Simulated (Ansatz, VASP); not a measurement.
Given: the input of a run of VASP 6.6.1 on Ge.

Contents of INCAR:

```
PREC = Accurate
ENCUT = 520
EDIFF = 1E-6
ISMEAR = -1
SIGMA = 0.03
LREAL = False
LASPH = True
NELM = 100
ALGO = Normal
ISIF = 2
LWAVE = False
LCHARG = False
GGA = PS
NBANDS = 36
```

KPOINTS

```
Automatic mesh
0
Gamma
  4 4 4
```

Contents of POSCAR:

```
Ge
1.0
    0.0000000000      2.8857400000      5.1156650000
    2.6304970000      0.0000000000      5.1156650000
    2.6304970000      2.8857400000      0.0000000000
Ge
4
Direct
    0.7264900000      0.2735100000      0.7264900000
    0.2735100000      0.7264900000      0.2735100000
    0.2181330000      0.2181330000      0.7818670000
    0.7818670000      0.7818670000      0.2181330000
```

Potentials or basis: VASP PAW PBE potentials, release 64 (Ge_d).

Command:

```bash
$ cat potpaw_PBE.64/Ge_d/POTCAR > POTCAR
$ mpirun -np 1 vasp_std > vasp.out
```

**Question.** Translate it to Ansatz 0.2.0. Potentials there: all-electron LAPW, scalar-relativistic.

**Answer.** As run (the cutoff follows the program's own potentials):

Contents of input.yaml:

```yaml
crystal:
  lattice:
    - [0.0, 2.88574, 5.115665]
    - [2.630497, 0.0, 5.115665]
    - [2.630497, 2.88574, 0.0]
  atoms:
    - { symbol: Ge, position: [0.72649, 0.27351, 0.72649] }
    - { symbol: Ge, position: [0.27351, 0.72649, 0.27351] }
    - { symbol: Ge, position: [0.218133, 0.218133, 0.781867] }
    - { symbol: Ge, position: [0.781867, 0.781867, 0.218133] }
kpoints:
  mp_grid: { grid: [4, 4, 4] }
scf:
  occupations: { method: fermi_dirac, width: 0.03 }
hamiltonian:
  xc: pbesol
  pseudopotentials: { kind: all_electron, lapw: { basis_error: 0.002 } }
output:
  forces: true
  stress: true
  eigenvalues: true
```

Potentials or basis: all-electron LAPW, scalar-relativistic.

Run with:

```bash
$ ansatz run input.yaml --threads 2 --pin off --max-ram 8192MiB --backend cpu --events-out ev --progress --plain --runs-dir out
```

Both were run:

|  | VASP | Ansatz | Ansatz less VASP |
| --- | --- | --- | --- |
| gap on the k mesh at the Fermi level (eV) | none | none | - |
| pressure (GPa) | -3.8 | -3.6 | +0.19 |
| largest component of the traceless stress (GPa) | 4.37 | 4.35 | -0.013 |
| rms of the force components (eV/Å) | 0.094 | 0.093 | -0.0004 |

Atom by atom the forces differ by 0.000 eV/Å (rms over components). A gap of «none» marks a metal or a gap that the smearing closes. Ansatz ran all-electron here, so the differences hold the error of VASP's frozen core and of both bases.

Caveats: the k mesh is coarse (spacing up to 0.43 Å⁻¹), so the values aren't converged; the PAW data sets were made with another functional, which shifts forces and pressure a little (VASP); the k mesh is thin for a metal, which can move the energy by tens of meV per atom (Ansatz).
